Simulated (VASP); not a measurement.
SrO, 2 atoms in the cell. Symmetry: I4/mmm, No. 139, tetragonal system. The conventional cell has a = 3.175 Å, b = 3.175 Å, c = 6.735 Å, α = 90.00°, β = 90.00°, γ = 90.00°. Around Sr (site symmetry 4/mmm) lie 4 O at 2.24 Å. O (site symmetry 4/mmm) has 4 Sr at 2.24 Å as nearest neighbours. Measurements of this composition are mostly on another form, of space group No. 225.

- Program: VASP 6.6.1
- Task: single point
- Functional: PBEsol
- Potentials or basis: VASP PAW PBE potentials, release 64 (Sr_sv, O)
- Cutoff: 520 eV
- k mesh: 8 × 8 × 8
- Occupations: gaussian, width 0.05 eV
- Spin: no spin polarisation
- Dipole correction: no
- Further INCAR settings: ALGO = Fast; EDIFF = 1e-06; NBANDS = 15

Potentials or basis: VASP PAW PBE potentials, release 64 (Sr_sv, O).

Command:

```sh
$ cat potpaw_PBE.64/Sr_sv/POTCAR potpaw_PBE.64/O/POTCAR > POTCAR
$ mpirun -np 1 vasp_std > vasp.out
```

Hardware: 1 thread of Intel(R) Xeon(R) Platinum 8488C (Sapphire Rapids) (shared host).

Q: How long does it take, and how much memory?

A: It took 55 s on 1 thread of Intel(R) Xeon(R) Platinum 8488C (Sapphire Rapids) (shared host), peak memory 0.17 GiB. Counts: scf iterations 17, k points 59.
